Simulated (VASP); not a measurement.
The system is TaN.

```
CELL_PARAMETERS angstrom
0.00000 2.17900 2.17900
2.17900 0.00000 2.17900
2.17900 2.17900 0.00000
ATOMIC_POSITIONS crystal
Ta 0.50000 0.50000 0.50000
N 0.00000 0.00000 0.00000
```

Base run:

```yaml
Program: VASP 6.6.1
Functional: PBEsol
Potentials_or_basis: VASP PAW PBE potentials, release 64 (Ta_pv, N)
Cutoff: 520 eV
k_mesh: 7 × 7 × 7
Occupations: gaussian, width 0.05 eV
Spin: collinear spin, ferromagnetic start
Starting_moments: "[0.5, 0.0] μB"
Fixed_moment: 2 μB
```

Its results: pressure 33.7 GPa; net moment 2.00 μB per cell.

The run is repeated on the same cell with these changes: fixed moment from 2 μB to none; further incar settings from ALGO = Normal; EDIFF = 1e-07 to ALGO = Fast; EDIFF = 1e-07. What comes out?

Pressure 5.4 GPa; net moment 0.00 μB per cell.

Caveats: the PAW data sets were made with another functional, which shifts forces and pressure a little; the moment is held away from its start (some runs); a pressure of tens of GPa on the cell as given is suspect, and the run, the potentials or the cell itself is likely at fault (some runs); the total moment is fixed, so each spin has its own Fermi level (some runs).
